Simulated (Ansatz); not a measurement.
The system is As.

```
CELL_PARAMETERS angstrom
2.70368 0.00000 0.00000
0.00000 2.70368 0.00000
0.00000 0.00000 2.70368
ATOMIC_POSITIONS crystal
As 0.50000 0.50000 0.50000
```

This isn't the form of As at room conditions, which is rhombohedral.

Program: Ansatz 0.2.0. Alike in all runs: task band structure; potentials or basis Ansatz PAW; cell as given; smearing fermi-dirac 0.05 eV.

**Question.** Order these runs on this cell by their pressure, lowest first.
A. level revPBE; spin off; k mesh 10 × 10 × 10; cutoff (eV) 420
B. level BLYP; spin off; k mesh 10 × 10 × 10; cutoff (eV) 420
C. level r2SCAN; spin off; k mesh 10 × 10 × 10; cutoff (eV) 500
D. level LDA; spin SOC, no magnetisation; k mesh 7 × 7 × 7; cutoff (eV) 420

**Answer.** D (-2.8 GPa), C (-0.2 GPa), A (3.4 GPa), B (8.6 GPa).

Caveats: the PAW data sets come from PBE, with cores solved anew for the run's functional, which leaves a small shift of forces and pressure.

Runs at the PBE level aren't shown here.
